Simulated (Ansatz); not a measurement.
**NaH, one cell by several methods**

```
Na H
1.0
     0.00000    2.38642    2.38642
     2.38642    0.00000    2.38642
     2.38642    2.38642    0.00000
Na H
1 1
Cartesian
  0.0000 0.0000 0.0000
  2.3864 2.3864 2.3864
```

Atoms are numbered in the order listed.

Structure from Materials Project entry mp-23870 (possibly hypothetical), not relaxed further.

Methods: DFT, PBEsol, PAW with Ansatz's default frozen-core files, scalar-relativistic (Ansatz 0.2.0); DFT, PBEsol, all-electron LAPW, scalar-relativistic (Ansatz 0.2.0).

For PAW: a Γ-centred 11×11×11 k mesh, Fermi–Dirac smearing of 0.02 eV, cutoff 420 eV, no spin polarisation; the PAW files were made with PBE, and the program remakes their frozen cores for this functional. LAPW targets a basis error of 0.25 meV/atom. The Ansatz runs share mesh, smearing and spin set-up. Plane-wave (PAW) pressures include the program's estimate of the Pulay term.

Stress and pressure are positive in compression.

Levels count from the top of the valence band.

PAW results:

| quantity | PAW |
| --- | --- |
| pressure (GPa) | 0.29 |
| band gap (eV) | 3.625 |
| highest filled level at X (eV) | -0.190 |
| lowest empty level at X (eV) | 4.481 |
| highest filled level at K (eV) | -0.123 |
| lowest empty level at K (eV) | 5.186 |
| highest filled level at U (eV) | -0.123 |
| lowest empty level at U (eV) | 5.186 |

(1) What does all-electron LAPW give for the same quantities?

Results:

(1) 
| quantity | LAPW |
| --- | --- |
| pressure (GPa) | 0.28 |
| band gap (eV) | 3.625 |
| highest filled level at X (eV) | -0.190 |
| lowest empty level at X (eV) | 4.481 |
| highest filled level at K (eV) | -0.123 |
| lowest empty level at K (eV) | 5.186 |
| highest filled level at U (eV) | -0.123 |
| lowest empty level at U (eV) | 5.186 |
